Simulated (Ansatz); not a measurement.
# SnO (wurtzite type): the dielectric function from several functionals

How does SnO (wurtzite type) absorb light if electrons and holes don't interact? Plan: HSE06 for the gap; optics with PBE on 6×6×2; optics with r2SCAN on 6×6×2; optics with PBE and scissors to the HSE06 gap on 6×6×2; optics with PBE with spin-orbit coupling on 6×6×2.

Computed with Ansatz 0.2.0 (plane waves, PAW; no local fields, no excitons, unless a step's input says otherwise).

## 1. Starting point

It takes space group P6_3mc (No. 186, hexagonal). Conventional cell: a = 3.298 Å, b = 3.298 Å, c = 9.216 Å, α = 90.00°, β = 90.00°, γ = 120.00°. Sn (site symmetry 3m) has 3 O at 2.16 Å in its first shell of neighbours. O (site symmetry 3m) is surrounded by 3 Sn at 2.16 Å.

As a file:

```xyz
4
Lattice="3.2982 0.0000 0.0000 -1.6491 2.8563 0.0000 0.0000 0.0000 9.2164" Properties=species:S:1:pos:R:3 pbc="T T T"
Sn    0.0000    1.9042   -0.0612
Sn    1.6491    0.9521    4.5470
O     0.0000    1.9042    3.5173
O     1.6491    0.9521    8.1255
```

The cell was relaxed beforehand with r2SCAN; those runs aren't shown. Spin-orbit coupling, which matters for Sn, is in the runs so named alone.

## 2. HSE06 levels at special points

input.yaml

```yaml
crystal:
  lattice:
    - [3.2981563157, 0.0, 0.0]
    - [-1.6490781578, 2.856287155, 0.0]
    - [0.0, 0.0, 9.2163706585]
  atoms:
    - { symbol: Sn, position: [0.3333333333, 0.6666666667, -0.0066374709] }
    - { symbol: Sn, position: [0.6666666667, 0.3333333333, 0.4933625291] }
    - { symbol: O, position: [0.3333333333, 0.6666666667, 0.3816374709] }
    - { symbol: O, position: [0.6666666667, 0.3333333333, 0.8816374709] }
kpoints:
  mp_grid: { grid: [6, 6, 2] }
  band_path:
    path:
      - [0.0, 0.0, 0.0]
      - [0.5, 0.0, 0.0]
      - [0.3333333333, 0.3333333333, 0.0]
      - [0.0, 0.0, 0.5]
      - [0.5, 0.0, 0.5]
      - [0.3333333333, 0.3333333333, 0.5]
      - [0.291667, 0.354167, 0.0]
    npoints: 1
hamiltonian:
  xc: hse06
scf:
  occupations: { method: fixed }
  n_extra_bands: 5
output:
  forces: true
  stress: true
  eigenvalues: true
  write_density: true
  write_potential: true
  elf: true
  volumetric_format: npy
```

Run with:

```console
ansatz run input.yaml --threads 4 --pin off --max-ram 3686MiB --backend cpu --events-out ev --progress --plain --runs-dir out
```

After this run come: Optics, PBE; Optics, r2SCAN; Optics, PBE with a scissors shift; Optics, PBE with spin-orbit coupling.

**Question.** What will the summary of the whole plan be? Wanted: ε∞, PBE; ε∞, r2SCAN; ε∞, PBE with spin-orbit coupling; tallest peak of ε₂, PBE; tallest peak of ε₂, r2SCAN; tallest peak of ε₂, PBE with spin-orbit coupling; HSE06 direct gap.

**Answer**, as computed:

| quantity | value |
| --- | --- |
| ε∞, PBE | 8.98 (xx, yy), 4.87 (zz) |
| ε∞, r2SCAN | 8.06 (xx, yy), 4.37 (zz) |
| ε∞, PBE + 0.58 eV scissors | 7.80 (xx, yy), 4.46 (zz) |
| ε∞, PBE with spin-orbit coupling | 8.78 (xx, yy), 4.64 (zz) |
| tallest peak of ε₂, PBE | 14.8 at 2.50 eV |
| tallest peak of ε₂, r2SCAN | 13.5 at 2.75 eV |
| tallest peak of ε₂, PBE + 0.58 eV scissors | 14.8 at 3.10 eV |
| tallest peak of ε₂, PBE with spin-orbit coupling | 14.4 at 2.55 eV |
| HSE06 direct gap | 2.26 eV |

PBE + 0.58 eV scissors has the widest direct gap (2.26 eV) and PBE with spin-orbit coupling the narrowest (1.68 eV); ε∞ is 6.69 and 7.40 (mean of the axes); the spin-orbit run sums fewer bands, so its ε∞ isn't like for like. Spin-orbit coupling moves the direct gap by -0.00 eV; ε∞ doesn't compare between these two runs, as the bands summed differ. The response is anisotropic: with PBE ε∞ is 8.98 (xx, yy), 4.87 (zz). Local fields and excitons are left out: both change ε∞, and without excitons the onset lacks its lines.
